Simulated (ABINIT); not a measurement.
# MgB2 (P6/mmm) in ABINIT: settings compared

Aim: see how the results for MgB2 move with the level of theory and the settings. Levels: RPBE+D3, HCTH407, PBE. Tasks: equation of state.

Program: ABINIT 10.8.3 (patched build). These are calculated values, not measurements. Logs are shortened: lines on timing, memory, paths and dates and some standing lists are left out, and cuts for length are marked. The log counts tension as positive stress, the text compression.

### 1 The crystal as given

It takes space group P6/mmm (No. 191, hexagonal). The conventional cell has a = 3.085 Å, b = 3.085 Å, c = 3.523 Å, α = 90.00°, β = 90.00°, γ = 120.00°. Mg (site symmetry 6/mmm) has 12 B at 2.51 Å as nearest neighbours. B (site symmetry -6m2) has 3 B at 1.78 Å as nearest neighbours.

### 2 Equation of state, RPBE+D3

run.py reads:

```python
import json, os
import numpy as np
from ase.eos import EquationOfState
from ase.units import GPa
from ase.calculators.mixing import SumCalculator
from dftd3.ase import DFTD3
from ase.calculators.abinit import Abinit, AbinitProfile
from ase import Atoms

atoms = Atoms(['Mg', 'B', 'B'],
              cell=[[3.085, 0.0, 0.0], [-1.5425, 2.6716883707, 0.0], [0.0, 0.0, 3.523]],
              scaled_positions=[[0.0, 0.0, 0.0], [0.6666666667, 0.3333333333, 0.5], [0.3333333333, 0.6666666667, 0.5]],
              pbc=True)

profile = AbinitProfile(command='abinit', pp_paths=[os.path.abspath('pseudos')])
params = dict(
    pps='pawxml', xc='PBE',
    ecut=517.0163,
    pawecutdg=1034.0327,
    pawovlp=30,
    kptopt=1,
    ngkpt=[10, 10, 8],
    nshiftk=1,
    shiftk=[0.0, 0.0, 0.0],
    ixc=15,
    nband=12,
    occopt=3,
    tsmear=0.05,
    nstep=100,
    tolvrs=1e-09,
    prtwf=0,
    prtden=0,
)

cell0 = atoms.cell.copy()
volumes, energies = [], []
for i, x in enumerate([0.94, 0.96, 0.98, 1.0, 1.02, 1.04, 1.06]):
    atoms.set_cell(cell0 * x ** (1 / 3), scale_atoms=True)
    atoms.calc = SumCalculator([Abinit(profile=profile, directory=f'v{i}', **params), DFTD3(method='rpbe', damping='d3zero')])
    volumes.append(atoms.get_volume() / len(atoms))
    dft, disp = atoms.calc.mixer.calcs
    energies.append((dft.get_property('free_energy', atoms) + disp.get_property('energy', atoms)) / len(atoms))
    print(f'{x:5.2f} {volumes[-1]:10.5f} A^3/atom {energies[-1]:14.6f} eV/atom', flush=True)
    json.dump(dict(volumes=volumes, energies=energies), open('results.json', 'w'))
v0, e0, b0 = EquationOfState(volumes, energies, eos='birchmurnaghan').fit()
print(f'V0 {v0:.4f} A^3/atom  E0 {e0:.6f} eV/atom  B0 {b0 / GPa:.2f} GPa')
```

Potentials or basis: JTH PAW PBE v2.0.

On the command line:

```bash
$ python run.py
```

The program printed:

```text
0.94    9.09830 A^3/atom    -628.657625 eV/atom
 0.96    9.29188 A^3/atom    -628.664515 eV/atom
 0.98    9.48546 A^3/atom    -628.667274 eV/atom
 1.00    9.67904 A^3/atom    -628.666435 eV/atom
 1.02    9.87262 A^3/atom    -628.662280 eV/atom
 1.04   10.06620 A^3/atom    -628.655252 eV/atom
 1.06   10.25978 A^3/atom    -628.645256 eV/atom
V0 9.5359 A^3/atom  E0 -628.667407 eV/atom  B0 144.75 GPa
```

abinit.in:

```text
ecut 517.0163 eV
ixc 15
kptopt 1
natom 3
nband 12
ngkpt
10 10 8
nshiftk 1
nsppol 1
nstep 100
occopt 3
pawecutdg 1034.0327 eV
pawovlp 30
prtden 0
prtwf 0
shiftk
0.0 0.0 0.0
tolvrs 1e-09
tsmear 0.05 eV
#Definition of the unit cell
acell
1.00000000000000 1.00000000000000 1.00000000000000 Angstrom
rprim
3.14550555717254 0.00000000000000 0.00000000000000
-1.57275277858627 2.72408772028204 0.00000000000000
0.00000000000000 0.00000000000000 3.59209597339347
chkprim 0 # Allow non-primitive cells
#Definition of the atom types
ntypat 2
znucl 5 12
#Enumerate different atomic species
typat
 2 1 1
pseudos "./pseudos/B.GGA_PBE-JTH.xml,
./pseudos/Mg.GGA_PBE-JTH.xml"
#Definition of the atoms
xcart
0.00000000000000 0.00000000000000 0.00000000000000
2.97207201547430 1.71592657785792 3.39403880371763
-0.00000000029721 3.43185315623061 3.39403880371763
chkexit 1 # abinit.exit file in the running directory terminates after the current SCF
```

abinit.abo:

```text
.Version 10.8.3 of ABINIT
 Symmetries : space group P6/m m m (#191); Bravais hP (primitive hexag.)
================================================================================
 Values of the parameters that define the memory need of the present run
     intxc =       0    ionmov =       0      iscf =      17    lmnmax =       8
     lnmax =       4     mgfft =      30  mpssoang =       2    mqgrid =    3001
     natom =       3  nloc_mem =       2    nspden =       1   nspinor =       1
    nsppol =       1      nsym =      24    n1xccc =       1    ntypat =       2
    occopt =       3   xclevel =       2
       mpw =         834          nfft =       17280          nkpt =          70
 PAW method is used; the additional fine FFT grid is defined by:
   mgfftf=        40    nfftf =     51840
================================================================================
================================================================================

--------------------------------------------------------------------------------
------------- Echo of variables that govern the present computation ------------
--------------------------------------------------------------------------------
 -outvars: echo values of preprocessed input variables --------
            acell      1.8897261259E+00  1.8897261259E+00  1.8897261259E+00 Bohr
              amu      1.08110000E+01  2.43050000E+01
          chkexit           1
          chkprim           0
             ecut      1.89999986E+01 Hartree
                       outvar_i_n : Printing only first  50 k-points.
              ixc          15
                       outvar_i_n : Printing only first  50 k-points.
         kptrlatt       10    0    0      0   10    0      0    0    8
          kptrlen      5.43046209E+01
            natom           3
            nband          12
            ngfft          24      24      30
          ngfftdg          36      36      40
             nkpt          70
            nstep         100
             nsym          24
           ntypat           2
                       prtocc : prtvol=0, do not print more k-points.
           occopt           3
        pawecutdg      3.80000008E+01 Hartree
          pawovlp      3.0000000000E+01
         pawxcdev           0
           prtden           0
            prtwf           0
            rprim      3.1455055572E+00  0.0000000000E+00  0.0000000000E+00
                      -1.5727527786E+00  2.7240877203E+00  0.0000000000E+00
                       0.0000000000E+00  0.0000000000E+00  3.5920959734E+00
          spgroup         191
           tolvrs      1.00000000E-09
           tsmear      1.83746611E-03 Hartree
            typat      2  1  1
           useylm           1
                       outvars : Printing only first  50 k-points.
           xangst      0.0000000000E+00  0.0000000000E+00  0.0000000000E+00
                       1.5727527786E+00  9.0802924009E-01  1.7960479867E+00
                      -1.9036563344E-17  1.8160584802E+00  1.7960479867E+00
            xcart      0.0000000000E+00  0.0000000000E+00  0.0000000000E+00
                       2.9720720153E+00  1.7159265781E+00  3.3940388038E+00
                      -3.5973891099E-17  3.4318531562E+00  3.3940388038E+00
             xred      0.0000000000E+00  0.0000000000E+00  0.0000000000E+00
                       6.6666666667E-01  3.3333333333E-01  5.0000000000E-01
                       3.3333333333E-01  6.6666666667E-01  5.0000000000E-01
            znucl        5.00000   12.00000

================================================================================

 chkinp: Checking input parameters for consistency.

================================================================================
== DATASET  1 ==================================================================

--- !DatasetInfo
iteration_state: {dtset: 1, }
[... 109 lines left out ...]
    2        1.70617          1.75711427
    3        1.70617          1.75711427

================================================================================

 ----iterations are completed or convergence reached----

 Mean square residual over all n,k,spin=   12.565E-08; max=  53.744E-06
 reduced coordinates (array xred) for    3 atoms
       0.000000000000      0.000000000000      0.000000000000
       0.666666666667      0.333333333333      0.500000000000
       0.333333333333      0.666666666667      0.500000000000
 rms dE/dt=  1.4191E-28; max dE/dt=  2.6926E-28; dE/dt below (all hartree)
    1       0.000000000000      0.000000000000      0.000000000000
    2      -0.000000000000      0.000000000000      0.000000000000
    3       0.000000000000     -0.000000000000      0.000000000000

 cartesian coordinates (angstrom) at end:
    1      0.00000000000000     0.00000000000000     0.00000000000000
    2      1.57275277858627     0.90802924009401     1.79604798669673
    3     -0.00000000000000     1.81605848018803     1.79604798669673

 cartesian forces (hartree/bohr) at end:
    1     -0.00000000000000    -0.00000000000000    -0.00000000000000
    2      0.00000000000000    -0.00000000000000    -0.00000000000000
    3     -0.00000000000000     0.00000000000000    -0.00000000000000
 frms,max,avg= 2.1354212E-29 3.9230193E-29   0.000E+00  0.000E+00  0.000E+00 h/b

 cartesian forces (eV/Angstrom) at end:
    1     -0.00000000000000    -0.00000000000000    -0.00000000000000
    2      0.00000000000000    -0.00000000000000    -0.00000000000000
    3     -0.00000000000000     0.00000000000000    -0.00000000000000
 frms,max,avg= 1.0980777E-27 2.0172976E-27   0.000E+00  0.000E+00  0.000E+00 e/A
 length scales=  1.889726125908  1.889726125908  1.889726125908 bohr
              =  1.000000000000  1.000000000000  1.000000000000 angstroms
 Fermi (or HOMO) energy (hartree) =   0.24413   Average Vxc (hartree)=  -0.38435
 Eigenvalues (hartree) for nkpt=  70  k points:
 kpt#   1, nband= 12, wtk=  0.00125, kpt=  0.0000  0.0000  0.0000 (reduced coord)
  -2.53033   -1.30165   -1.30165   -1.30091   -0.20219    0.13932    0.25509    0.25509
   0.29897    0.46589    0.46589    0.51429
      occupation numbers for kpt#   1
   2.00000    2.00000    2.00000    2.00000    2.00000    2.00000    0.00511    0.00511
   0.00000    0.00000    0.00000    0.00000
 prteigrs : prtvol=0 or 1, do not print more k-points.

--- !EnergyTerms
iteration_state     : {dtset: 1, }
comment             : Components of total free energy in Hartree
kinetic             :  6.87450873312323E+00
hartree             :  1.42129210425358E+01
xc                  : -3.47958277126954E+00
Ewald energy        : -3.62176319986654E+01
psp_core            :  1.53986330724499E+00
local_psp           : -4.35580054826638E+01
PAW spherical_terms : -8.64650107838256E+00
internal            : -6.92744282480772E+01
'-kT*entropy'       : -2.14792950501006E-04
total_energy        : -6.92746430410277E+01
total_energy_eV     : -1.88505906884186E+03
...

--- !EnergyTermsDC
iteration_state     : {dtset: 1, }
comment             : '"Double-counting" decomposition of free energy'
band_energy         : -1.23398380796757E+01
Ewald energy        : -3.62176319986654E+01
psp_core            :  1.53986330724499E+00
xc_dc               : -1.32948897298943E+01
PAW spherical_terms : -8.96193226791177E+00
internal            : -6.92744287689022E+01
'-kT*entropy'       : -2.14792950501006E-04
total_energy_dc     : -6.92746435618527E+01
total_energy_dc_eV  : -1.88505908301423E+03
...

--- !EnergyTermsWithPAWCore
iteration_state     : {dtset: 1, }
comment             : 'Components of total free energy, including PAW core contributions'
Total energy        : -2.50229542689961E+02
Total energy DC     : -2.50229543210786E+02
Total energy (eV)   : -6.80909273629173E+03
Total energy DC (eV): -6.80909275046410E+03
...

 Cartesian components of stress tensor (hartree/bohr^3)
  sigma(1 1)=  2.43580538E-04  sigma(3 2)=  0.00000000E+00
  sigma(2 2)=  2.43580538E-04  sigma(3 1)=  0.00000000E+00
  sigma(3 3)=  1.47060535E-04  sigma(2 1)=  0.00000000E+00

-Cartesian components of stress tensor (GPa)         [Pressure= -6.2198E+00 GPa]
- sigma(1 1)=  7.16638686E+00  sigma(3 2)=  0.00000000E+00
- sigma(2 2)=  7.16638686E+00  sigma(3 1)=  0.00000000E+00
- sigma(3 3)=  4.32667033E+00  sigma(2 1)=  0.00000000E+00

== END DATASET(S) ==============================================================
================================================================================

 -outvars: echo values of variables after computation  --------
            acell      1.8897261259E+00  1.8897261259E+00  1.8897261259E+00 Bohr
           etotal     -6.9274643562E+01
            fcart     -0.0000000000E+00 -0.0000000000E+00 -0.0000000000E+00
                       2.2649562404E-29 -3.9230192852E-29 -0.0000000000E+00
                      -2.2649562404E-29  3.9230192852E-29 -0.0000000000E+00
            rprim      3.1455055572E+00  0.0000000000E+00  0.0000000000E+00
                      -1.5727527786E+00  2.7240877203E+00  0.0000000000E+00
                       0.0000000000E+00  0.0000000000E+00  3.5920959734E+00
           strten      2.4358053844E-04  2.4358053830E-04  1.4706053546E-04
                       0.0000000000E+00  0.0000000000E+00  0.0000000000E+00
           xangst      0.0000000000E+00  0.0000000000E+00  0.0000000000E+00
                       1.5727527786E+00  9.0802924009E-01  1.7960479867E+00
                      -1.9036563344E-17  1.8160584802E+00  1.7960479867E+00
             xred      0.0000000000E+00  0.0000000000E+00  0.0000000000E+00
                       6.6666666667E-01  3.3333333333E-01  5.0000000000E-01
                       3.3333333333E-01  6.6666666667E-01  5.0000000000E-01
 Calculation completed.
```

Run time: 84 s. Hardware: 1 thread of Intel Xeon 6975P-C (Granite Rapids), shared host; peak memory 0.1 GiB.

Results:

| Property | Result |
| --- | --- |
| Equilibrium volume | 9.54 Å³/atom |
| Bulk modulus at fixed shape and positions | 145 GPa |
| Pressure derivative of the bulk modulus | 3.7 (rough: it moves with the points fitted) |

Energy against volume, from the lowest point:
| volume (Å³/atom) | energy (meV/atom) |
| --- | --- |
| 9.098 | 9.65 |
| 9.292 | 2.76 |
| 9.485 | 0.00 |
| 9.679 | 0.84 |
| 9.873 | 4.99 |
| 10.066 | 12.02 |
| 10.260 | 22.02 |

Caveat: pressures at fixed basis lie under the slope of the energies; the log and the count of SCF iterations are those of the last ABINIT call alone; the cell was scaled at fixed shape and fractional positions, which overstates the stiffness of a crystal with free parameters, most of all of layers and chains; the PAW data sets were made with another functional, which shifts forces and pressure a little.

### 3 Equation of state, HCTH407

run.abi reads:

```
ndtset 7
getwfk -1
scalecart1 3*0.9795861087
scalecart2 3*0.9864848297
scalecart3 3*0.9932883884
scalecart4 3*1.0000000000
scalecart5 3*1.0066227096
scalecart6 3*1.0131594038
scalecart7 3*1.0196128224

pp_dirpath "./"
pseudos "Mg.GGA_PBE-JTH.xml, B.GGA_PBE-JTH.xml"

acell 3.085 3.085 3.523 Angstrom
rprim
     1.0000000000     0.0000000000     0.0000000000
    -0.5000000000     0.8660254038     0.0000000000
     0.0000000000     0.0000000000     1.0000000000
ntypat 2
znucl 12 5
natom 3
typat 1 2 2
xred
     0.0000000000     0.0000000000     0.0000000000
     0.6666666667     0.3333333333     0.5000000000
     0.3333333333     0.6666666667     0.5000000000

ecut 19.0
pawecutdg 38.0
pawovlp 30

kptopt 1
ngkpt 10 10 8
nshiftk 1
shiftk 0.0 0.0 0.0

ixc 27

nband 12
occopt 3
tsmear 0.00183747

nstep 100
tolvrs 1.0e-9

iomode 3
prtwf 1
prtden 0
prteig 0
prtebands 0
enunit 2
```

Potentials or basis: JTH PAW PBE v2.0.

On the command line:

```bash
$ abinit run.abi > log 2>&1
```

It took 95 s on 1 thread of Intel Xeon 6975P-C (Granite Rapids), shared host; peak memory 0.13 GiB.

The run converged. Its results:

* Equilibrium volume: 9.58 Å³/atom
* Bulk modulus at fixed shape and positions: 151 GPa
* Pressure derivative of the bulk modulus: 3.6

Energy against volume, from the lowest point:
```
volume (Å³/atom)  energy (meV/atom)
           9.098              12.14
           9.292               3.98
           9.485               0.05
           9.679               0.00
           9.873               3.46
          10.066              10.13
          10.260              19.74
```

Caveat: pressures at fixed basis lie under the slope of the energies; the cell was scaled at fixed shape and fractional positions, which overstates the stiffness of a crystal with free parameters, most of all of layers and chains; the PAW data sets were made with another functional, which shifts forces and pressure a little; the atomic spheres overlap.

### 4 Equation of state, PBE

Changes to run.abi since step 3:

```diff
@@ -1 +1,2 @@
+# Datasets: one volume each
 ndtset 7
@@ -10,2 +11,3 @@
 
+# Pseudopotentials
 pp_dirpath "./"
@@ -13,3 +15,4 @@
 
-acell 3.085 3.085 3.523 Angstrom
+# Structure
+acell 5.8298050945 5.8298050945 6.6575051371
 rprim
@@ -27,6 +30,8 @@
 
-ecut 19.0
-pawecutdg 38.0
+# Plane-wave basis
+ecut 680.284656 eV
+pawecutdg 47.0
 pawovlp 30
 
+# k points
 kptopt 1
@@ -36,4 +41,6 @@
 
-ixc 27
+# Exchange and correlation
+ixc 11
 
+# Bands and occupations
 nband 12
@@ -42,2 +49,3 @@
 
+# SCF cycle
 nstep 100
@@ -45,2 +53,3 @@
 
+# Output
 iomode 3
@@ -50,2 +59,2 @@
 prtebands 0
-enunit 2
+enunit 1
```

On the command line:

```bash
$ abinit run.abi > log 2>&1
```

Wall time 81 s (1 thread of Intel Xeon 6975P-C (Granite Rapids), shared host); peak memory 0.15 GiB.

The run converged. Its results:

```yaml
Equilibrium_volume: 9.63 Å³/atom
Bulk_modulus_at_fixed_shape_and_positions: 152 GPa
Pressure_derivative_of_the_bulk_modulus: 3.7
```

Energy against volume, from the lowest point:
```csv
volume (Å³/atom),energy (meV/atom)
9.098,14.89
9.292,5.72
9.485,0.88
9.679,0.00
9.873,2.74
10.066,8.73
10.260,17.72
```

Caveat: pressures at fixed basis lie under the slope of the energies; the cell was scaled at fixed shape and fractional positions, which overstates the stiffness of a crystal with free parameters, most of all of layers and chains; the atomic spheres overlap.

### 5 Overview

```tsv
level	cutoff (eV)	dispersion computed by	fine-grid cutoff	V0 of scaled cells (Å³/atom)	B0 (GPa)
RPBE+D3	517	simple-dftd3 1.7.0	1034.03 eV	9.54	145
HCTH407	517	-	1034.03 eV	9.58	151
PBE	680	-	1278.94 eV	9.63	152
```

Alike in all rows: task equation of state; potentials or basis JTH PAW PBE v2.0; no spin polarisation; cell as given; k mesh 10 × 10 × 8; smearing fermi-dirac 0.05 eV.

Caveats: pressures at fixed basis lie under the slope of the energies; the cell was scaled at fixed shape and fractional positions, which overstates the stiffness of a crystal with free parameters, most of all of layers and chains; the PAW data sets were made with another functional, which shifts forces and pressure a little (some runs); the atomic spheres overlap (some runs).

Absolute energies hang on the potentials; compare differences alone.
